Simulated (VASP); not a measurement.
# BaTiO3 (Amm2) in VASP: a series of runs

The runs below take BaTiO3 through relaxation of cell and atoms, with PBEsol.

Everything below comes from runs of VASP 6.6.1. Logs are shortened: lines on timing, memory, paths and dates and some standing lists are left out, and cuts for length are marked.

## Step 1: The crystal as given

It takes space group Amm2 (No. 38, orthorhombic). Conventional cell: a = 3.986 Å, b = 5.674 Å, c = 5.690 Å, α = 90.00°, β = 90.00°, γ = 90.00°. Ba (site symmetry mm2) has 12 O at 2.77 to 2.92 Å as nearest neighbours. Around Ti (site symmetry mm2) lie 6 O at 1.93 to 2.09 Å. Around O (site symmetry mm2) lie 2 Ti at 2.00 Å. O (site symmetry m) is surrounded by 2 Ti at 1.93 to 2.09 Å.

## Step 2: Relaxation of cell and atoms, PBEsol

File INCAR:

```
SYSTEM = BaTiO3
PREC     = Accurate       ! precision mode
ENCUT    = 520            ! plane-wave cutoff, eV
EDIFF    = 1E-7           ! SCF threshold, eV
ISMEAR   = 0              ! smearing method
SIGMA    = 0.02           ! smearing width, eV
LREAL    = .FALSE.        ! projectors in reciprocal space
LASPH    = .TRUE.         ! aspherical terms in the spheres
NELM     = 100            ! most SCF steps
ALGO     = Normal         ! electronic algorithm
ISIF     = 3              ! what is computed and relaxed
LWAVE    = .FALSE.        ! write WAVECAR
LCHARG   = .FALSE.        ! write CHGCAR
GGA      = PS             ! functional
IBRION   = 2              ! ionic algorithm
NSW      = 80             ! ionic steps
EDIFFG   = -0.002         ! ionic threshold
KPAR     = 8
```

File KPOINTS:

```
Automatic mesh
0
G
  8 8 8
  0 0 0
```

File POSCAR:

```
BaTiO3
1.0
    3.9855000000      0.0000000000      0.0000000000
    0.0000000000      2.8369000000      2.8451500000
    0.0000000000     -2.8369000000      2.8451500000
Ba Ti O
1 1 3
Direct
    0.0000000000      0.0000000000      0.0000000000
    0.5000000000      0.5124000000      0.5124000000
    0.0000000000      0.4874000000      0.4874000000
    0.5000000000      0.5052400000      0.9918400000
    0.5000000000      0.9918400000      0.5052400000
```

Potentials or basis: VASP PAW PBE potentials, release 64 (Ba_sv, Ti, O).

Run with:

```
cat potpaw_PBE.64/Ba_sv/POTCAR potpaw_PBE.64/Ti/POTCAR potpaw_PBE.64/O/POTCAR > POTCAR
mpirun -np 8 vasp_std > vasp.out
```

OUTCAR:

```text
SYSTEM = BaTiO3
   PREC = Accurate
   ENCUT = 520
   EDIFF = 1E-7
   ISMEAR = 0
   LREAL = .FALSE.
   LASPH = .TRUE.
   NELM = 100
   ISIF = 3
   GGA = PS
   IBRION = 2
   NSW = 80
   EDIFFG = -0.002

 ion  position               nearest neighbor table
   1  0.000  0.000  0.000-   3 2.77   4 2.81   5 2.81   4 2.81   5 2.81   3 2.84   3 2.84   4 2.84
                             5 2.84   5 2.84   4 2.84   3 2.92   2 3.42   2 3.42   2 3.47   2 3.47
   2  0.500  0.512  0.512-   4 1.93   5 1.93   3 2.00   3 2.00   5 2.09   4 2.09   1 3.42   1 3.42
                             1 3.47   1 3.47   1 3.47   1 3.47   1 3.53   1 3.53
   3  0.000  0.487  0.487-   2 2.00   2 2.00   1 2.77   1 2.84   1 2.84   1 2.92
   4  0.500  0.505  0.992-   2 1.93   2 2.09   1 2.81   1 2.81   1 2.84   1 2.84
   5  0.500  0.992  0.505-   2 1.93   2 2.09   1 2.81   1 2.81   1 2.84   1 2.84

  LATTYP: Found a base centered orthorhombic cell.
 ALAT       =     5.6738000000
 B/A-ratio  =     1.0029081039
 C/A-ratio  =     0.7024392823

  Lattice vectors:

 A1 = (   0.0000000000,   2.8369000000,  -2.8451500000)
 A2 = (   0.0000000000,   2.8369000000,   2.8451500000)
 A3 = (   3.9855000000,   0.0000000000,   0.0000000000)

Analysis of symmetry for initial positions (statically):
=====================================================================
 Subroutine PRICEL returns:
 Original cell was already a primitive cell.

 Routine SETGRP: Setting up the symmetry group for a
 base centered orthorhombic supercell.

 Subroutine GETGRP returns: Found  4 space group operations
 (whereof  4 operations were pure point group operations)
 out of a pool of  8 trial point group operations.

The static configuration has the point symmetry C_2v.

Analysis of symmetry for dynamics (positions and initial velocities):
=====================================================================
 Subroutine PRICEL returns:
 Original cell was already a primitive cell.

 Routine SETGRP: Setting up the symmetry group for a
 base centered orthorhombic supercell.

 Subroutine GETGRP returns: Found  4 space group operations
 (whereof  4 operations were pure point group operations)
 out of a pool of  8 trial point group operations.

The dynamic configuration has the point symmetry C_2v.

 Subroutine INISYM returns: Found  4 space group operations
 (whereof  4 operations are pure point group operations),
 and found     1 'primitive' translations

----------------------------------------------------------------------------------------

                                     Primitive cell

  volume of cell :      64.3372

  direct lattice vectors                    reciprocal lattice vectors
     3.985500000  0.000000000  0.000000000     0.250909547  0.000000000  0.000000000
     0.000000000  2.836900000  2.845150000     0.000000000  0.176248722  0.175737659
     0.000000000 -2.836900000  2.845150000     0.000000000 -0.176248722  0.175737659

  length of vectors
     3.985500000  4.017820321  4.017820321     0.250909547  0.248892219  0.248892219

  position of ions in fractional coordinates (direct lattice)
     0.000000000  0.000000000  0.000000000
     0.500000000  0.512400000  0.512400000
     0.000000000  0.487400000  0.487400000
     0.500000000  0.505240000  0.991840000
     0.500000000  0.991840000  0.505240000

  ion indices of the primitive-cell ions
   primitive index   ion index
                 1           1
                 2           2
                 3           3
                 4           4
                 5           5

----------------------------------------------------------------------------------------

 KPOINTS: Automatic mesh

Automatic generation of k-mesh.
 Grid dimensions read from file:
 generate k-points for:    8    8    8

 Generating k-lattice:

  Cartesian coordinates                     Fractional coordinates (reciprocal lattice)
     0.031363693  0.000000000  0.000000000     0.125000000  0.000000000  0.000000000
     0.000000000  0.022031090  0.021967207     0.000000000  0.125000000  0.000000000
     0.000000000 -0.022031090  0.021967207     0.000000000  0.000000000  0.125000000

  Length of vectors
     0.031363693  0.031111527  0.031111527

  Shift w.r.t. Gamma in fractional coordinates (k-lattice)
     0.000000000  0.000000000  0.000000000

 Subroutine IBZKPT returns following result:
 ===========================================

 Found    105 irreducible k-points:

 Following reciprocal coordinates:
            Coordinates               Weight
  0.000000  0.000000  0.000000      1.000000
  0.125000  0.000000  0.000000      2.000000
  0.250000  0.000000  0.000000      2.000000
  0.375000  0.000000  0.000000      2.000000
  0.500000  0.000000  0.000000      1.000000
  0.000000  0.125000  0.000000      4.000000
[... 16 lines left out ...]
  0.250000  0.500000  0.000000      4.000000
  0.375000  0.500000  0.000000      4.000000
 [... further k-points ...]
   k-points           NKPTS =    105   k-points in BZ     NKDIM =    105   number of bands    NBANDS=     20
   number of dos      NEDOS =    301   number of ions     NIONS =      5
   total plane-waves  NPLWV =  27000
   dimension x,y,z NGX =    30 NGY =   30 NGZ =   30
   dimension x,y,z NGXF=    60 NGYF=   60 NGZF=   60
   ions per type =               1   1   3
   NGX,Y,Z   is equivalent  to a cutoff of  12.51, 12.41, 12.41 a.u.
   NGXF,Y,Z  is equivalent  to a cutoff of  25.03, 24.83, 24.83 a.u.
 SYSTEM =  BaTiO3
   PREC   = accura    normal or accurate (medium, high low for compatibility)
   ISTART =      0    job   : 0-new  1-cont  2-samecut
   ICHARG =      2    charge: 1-file 2-atom 10-const
   ISPIN  =      1    spin polarized calculation?
   LNONCOLLINEAR =      F non collinear calculations
   LSORBIT =      F    spin-orbit coupling
   LASPH  =      T    aspherical Exc in radial PAW
   ENCUT  =  520.0 eV  38.22 Ry    6.18 a.u.   7.41  7.47  7.47*2*pi/ulx,y,z
   NELM   =    100;   NELMIN=  2; NELMDL= -5     # of ELM steps
   EDIFF  = 0.1E-06   stopping-criterion for ELM
   LREAL  =      F    real-space projection
   EDIFFG = -.2E-02   stopping-criterion for IOM
   NSW    =     80    number of steps for IOM
   IBRION =      2    ionic relax: 0-MD 1-quasi-New 2-CG
   NFREE  =      1    steps in history (QN), initial steepest desc. (CG)
   ISIF   =      3    stress and relaxation
   ISYM   =      2    0-nonsym 1-usesym 2-fastsym
   POTIM  = 0.5000    time-step for ionic-motion
   TEBEG  =    0.0;   TEEND  =   0.0 temperature during run
   PSTRESS=    0.0 pullay stress
   NELECT =      32.0000    total number of electrons
   NUPDOWN=      -1.0000    fix difference up-down
   EMIN   =  10.00;   EMAX   =-10.00  energy-range for DOS
   EFERMI =   0.00;   METHOD = LEGACY
   ISMEAR =     0;   SIGMA  =   0.02  broadening in eV -4-tet -1-fermi 0-gaus
   EFERMI_NEDOS =   21; number of points for ismear=-14 and -15
   IALGO  =     38    algorithm
   IMIX   =      4    mixing-type and parameters
     AMIX     =   0.40;   BMIX     =  1.00
     AMIX_MAG =   1.60;   BMIX_MAG =  1.00
  volume/ion in A,a.u.               =      12.87        86.83
  Fermi-wavevector in a.u.,A,eV,Ry     =   1.297092  2.451149 22.891094  1.682448
  Thomas-Fermi vector in A             =   2.428507
   LORBIT       =      0    0 simple, 1 ext, 2 COOP (PROOUT), +10 PAW based schemes
   GGA     = PS    functional components
   LHFCALC =     F    Hartree Fock is set to
   AEXX    =    0.0000 exact exchange contribution
   IVDW    =     0    specifies the selected vdW correction
   LEPSILON=     F    determine dielectric tensor
   LRPA    =     F    only Hartree local field effects (RPA)
 conjugate gradient relaxation of ions
 non-spin polarized calculation
 Gauss-broadening in eV      SIGMA  =   0.02
  energy-cutoff  :      520.00
  volume of cell :       64.34
 maximum number of plane-waves:      1761
 NGX is ok and might be reduce to    30
   NGX = 15   NGY = 15   NGZ = 15

--------------------------------------- Ionic step        1  -------------------------------------------

 number of electron      31.9999997 magnetization

 Free energy of the ion-electron system (eV)
  ---------------------------------------------------
  ext. energy  EPLUGINS =         0.00000000
  ---------------------------------------------------
  free energy    TOTEN  =       -41.61180306 eV

  energy without entropy =      -41.61180306  energy(sigma->0) =      -41.61180306

------------------------ aborting loop because EDIFF is reached ----------------------------------------

  FORCE on cell =-STRESS in cart. coord.  units (eV):
  Direction    XX          YY          ZZ          XY          YZ          ZX
  --------------------------------------------------------------------------------------
  -------------------------------------------------------------------------------------
  Total       -0.4659011     -0.3448532     -0.6047106      0.0000000      0.0000000      0.0000000
  in kB      -11.6022528     -8.5878193    -15.0590008      0.0000000      0.0000000      0.0000000
  external PRESSURE =     -11.7496910 kB  Pullay stress =       0.0000000 kB
[... 98 lines left out ...]
  FREE ENERGIE OF THE ION-ELECTRON SYSTEM (eV)
  ---------------------------------------------------
  free  energy   TOTEN  =       -41.6175803503 eV

  energy  without entropy=      -41.6175803503  energy(sigma->0) =      -41.61758035

[... ionic steps 4 to 15 ...]

--------------------------------------- Ionic step       16  -------------------------------------------

 number of electron      32.0000000 magnetization

------------------------ aborting loop because EDIFF is reached ----------------------------------------

  FORCE on cell =-STRESS in cart. coord.  units (eV):
  Direction    XX          YY          ZZ          XY          YZ          ZX
  --------------------------------------------------------------------------------------
  -------------------------------------------------------------------------------------
  Total       -0.0107364      0.0006886     -0.0075982      0.0000000      0.0000000      0.0000000
  in kB       -0.2686273      0.0172282     -0.1901087      0.0000000      0.0000000      0.0000000
  external PRESSURE =      -0.1471693 kB  Pullay stress =       0.0000000 kB
[... 63 lines left out ...]
  energy  without entropy=      -41.6273006816  energy(sigma->0) =      -41.62730068

--------------------------------------- Ionic step       18  -------------------------------------------

 number of electron      32.0000000 magnetization

 Free energy of the ion-electron system (eV)
  ---------------------------------------------------
  ext. energy  EPLUGINS =         0.00000000
  ---------------------------------------------------
  free energy    TOTEN  =       -41.62730193 eV

  energy without entropy =      -41.62730193  energy(sigma->0) =      -41.62730193

 E-fermi :   2.3772     XC(G=0): -11.3976

 val. band max:        2.2554547776   @ k =   0.5000   0.5000   0.5000
 cond. band min:       4.0270572187   @ k =   0.0000   0.0000   0.0000
 fundamental gap:      1.7716024411
 Fermi energy:         2.3771779188

 k-point     1 :       0.0000    0.0000    0.0000
  band No.  band energies     occupation
      1     -22.5084      2.00000
      2     -14.5785      2.00000
      3     -13.8840      2.00000
      4     -13.8555      2.00000
      5      -7.6940      2.00000
      6      -7.6939      2.00000
[... 12 lines left out ...]
     19       4.1818      0.00000
[... 513 lines left out ...]
      4     -13.8396      2.00000
      5      -7.7145      2.00000
      6      -7.6552      2.00000
[... 12 lines left out ...]
     19       6.0037      0.00000
     20       6.9068      0.00000

 [... further k-points ...]

------------------------ aborting loop because EDIFF is reached ----------------------------------------

  FORCE on cell =-STRESS in cart. coord.  units (eV):
  Direction    XX          YY          ZZ          XY          YZ          ZX
  --------------------------------------------------------------------------------------
  -------------------------------------------------------------------------------------
  Total       -0.0004471      0.0066571      0.0010102      0.0000000      0.0000000      0.0000000
  in kB       -0.0111866      0.1665793      0.0252783      0.0000000      0.0000000      0.0000000
  external PRESSURE =       0.0602237 kB  Pullay stress =       0.0000000 kB
[... 20 lines left out ...]
  FREE ENERGIE OF THE ION-ELECTRON SYSTEM (eV)
  ---------------------------------------------------
  free  energy   TOTEN  =       -41.6273019335 eV

  energy  without entropy=      -41.6273019335  energy(sigma->0) =      -41.62730193

 reached required accuracy - stopping structural energy minimisation
```

It took 4.5 min on 8 MPI ranks of Intel Xeon Platinum 8488C (Sapphire Rapids), shared host; peak memory 0.3 GiB.

What came out:

```yaml
Free_energy: -41.6273 eV
Relaxed_volume: 12.81 Å³/atom
Relaxed_cell: a = 3.981 Å, b = 4.011 Å, c = 4.011 Å, α = 89.91°, β = 90.00°, γ = 90.00°
Space_group_after_relaxing_to_0.05_Å: Amm2 (No. 38)
Energy_gained_by_relaxing: 3.1 meV/atom
Ionic_steps: 18
Pressure_after_relaxing: 0.0 GPa
Band_gap_on_the_k_mesh: 1.77 eV, indirect (least direct gap 1.99 eV)
```

The path:
```csv
step,energy change (eV),largest force (eV/Å),pressure (GPa),volume (Å³)
1,0.0000,0.2051,-1.17,64.34
2,-0.0055,0.1660,1.42,63.46
3,-0.0058,0.1688,0.97,63.61
4,-0.0120,0.0955,0.51,63.76
5,-0.0144,0.0599,0.03,63.92
6,-0.0153,0.0393,-0.02,63.97
7,-0.0153,0.0347,-0.03,63.98
8,-0.0154,0.0147,0.08,63.96
9,-0.0155,0.0047,0.13,63.95
10,-0.0154,0.0140,-0.16,64.06
11,-0.0155,0.0065,-0.01,64.00
12,-0.0155,0.0068,-0.01,64.00
13,-0.0155,0.0055,0.00,64.01
14,-0.0155,0.0068,0.00,64.02
15,-0.0155,0.0038,-0.01,64.03
16,-0.0155,0.0016,-0.01,64.04
17,-0.0155,0.0018,0.04,64.02
18,-0.0155,0.0008,0.01,64.03
```

Final structure:
```
CELL_PARAMETERS angstrom
3.98080 0.00000 0.00000
0.00000 2.83355 2.83819
0.00000 -2.83355 2.83819
ATOMIC_POSITIONS crystal
Ba 0.00000 0.00424 0.00424
Ti 0.50000 0.51368 0.51368
O 0.00000 0.49407 0.49407
O 0.50000 0.49494 0.98995
O 0.50000 0.98995 0.49494
```

Levels at points of the mesh, in eV from the valence-band top:
| k point | band 12 | band 13 | band 14 | band 15 | band 16 | band 17 | band 18 | band 19 | band 20 |
| --- | --- | --- | --- | --- | --- | --- | --- | --- | --- |
| (0.00, 0.00, 0.00) | -1.20 | -1.11 | -0.29 | -0.28 | -0.22 | 1.77 | 1.87 | 1.93 | 3.95 |
| (0.50, 0.00, 0.00) | -2.09 | -1.80 | -1.73 | -0.91 | -0.83 | 2.06 | 3.45 | 3.52 | 3.95 |
| (0.00, 0.50, 0.00) | -1.95 | -1.89 | -1.78 | -0.79 | -0.72 | 1.96 | 3.46 | 3.47 | 3.95 |
| (0.50, 0.50, 0.00) | -2.75 | -1.73 | -0.89 | -0.88 | -0.09 | 3.48 | 3.50 | 3.86 | 4.66 |
| (0.00, 0.50, 0.50) | -2.77 | -1.69 | -0.89 | -0.86 | -0.16 | 3.46 | 3.48 | 3.83 | 4.78 |
| (0.50, 0.50, 0.50) | -2.43 | -2.42 | -0.07 | -0.01 | 0.00 | 4.08 | 4.09 | 4.14 | 6.51 |

Caveat: the PAW data sets were made with another functional, which shifts forces and pressure a little; spin-orbit coupling is left out, which moves the levels of the heavy elements. A k mesh can miss the band edges.

## Step 3: Relaxation of cell and atoms, PBEsol

This run uses another cell than the first one, of 12.81 Å³/atom, 0.995 times its volume.

INCAR is that of step 2.

KPOINTS is that of step 2.

File POSCAR:

```
BaTiO3                                  
1.0
    3.9808027798      0.0000000000      0.0000000000
    0.0000000000      2.8335545427      2.8381924857
    0.0000000000     -2.8335545427      2.8381924857
  Ba              Ti              O             
     1     1     3
Direct
     0.0000000000000000    0.0042366383506476    0.0042366383506476
     0.5000000000000000    0.5136806286093853    0.5136806286093853
     0.0000000000000000    0.4940742927067327    0.4940742927067327
     0.5000000000000000    0.4949365783737010    0.9899518619595379
     0.5000000000000000    0.9899518619595379    0.4949365783737010
```

Potentials or basis: VASP PAW PBE potentials, release 64 (Ba_sv, Ti, O).

Run with:

```
cat potpaw_PBE.64/Ba_sv/POTCAR potpaw_PBE.64/Ti/POTCAR potpaw_PBE.64/O/POTCAR > POTCAR
mpirun -np 8 vasp_std > vasp.out
```

Wall time 24 s (8 MPI ranks of Intel Xeon Platinum 8488C (Sapphire Rapids), shared host); peak memory 0.28 GiB.

Results (log left out):

| Quantity | Value |
| --- | --- |
| Free energy | -41.6270 eV |
| Pressure after relaxing | 0.0 GPa |
| Band gap on the k mesh | 1.77 eV, indirect (least direct gap 1.99 eV) |

Final structure:
```
Ba Ti O
1.0
     3.98080    0.00000    0.00000
     0.00000    2.83355    2.83819
     0.00000   -2.83355    2.83819
Ba Ti O
1 1 3
Direct
  0.00000 0.00424 0.00424
  0.50000 0.51368 0.51368
  0.00000 0.49407 0.49407
  0.50000 0.49494 0.98995
  0.50000 0.98995 0.49494
```

Levels at points of the mesh, in eV from the valence-band top:
| k point | band 12 | band 13 | band 14 | band 15 | band 16 | band 17 | band 18 | band 19 | band 20 |
| --- | --- | --- | --- | --- | --- | --- | --- | --- | --- |
| (0.00, 0.00, 0.00) | -1.20 | -1.11 | -0.29 | -0.28 | -0.22 | 1.77 | 1.87 | 1.93 | 3.95 |
| (0.50, 0.00, 0.00) | -2.09 | -1.80 | -1.73 | -0.91 | -0.83 | 2.06 | 3.45 | 3.52 | 3.95 |
| (0.00, 0.50, 0.00) | -1.95 | -1.89 | -1.78 | -0.79 | -0.72 | 1.96 | 3.46 | 3.47 | 3.95 |
| (0.50, 0.50, 0.00) | -2.75 | -1.73 | -0.89 | -0.88 | -0.09 | 3.48 | 3.50 | 3.86 | 4.66 |
| (0.00, 0.50, 0.50) | -2.77 | -1.69 | -0.89 | -0.86 | -0.16 | 3.46 | 3.48 | 3.83 | 4.78 |
| (0.50, 0.50, 0.50) | -2.43 | -2.42 | -0.07 | -0.01 | 0.00 | 4.08 | 4.09 | 4.14 | 6.51 |

Caveat: the relaxation stopped at its first step, so nothing moved; the PAW data sets were made with another functional, which shifts forces and pressure a little; spin-orbit coupling is left out, which moves the levels of the heavy elements. A k mesh can miss the band edges.
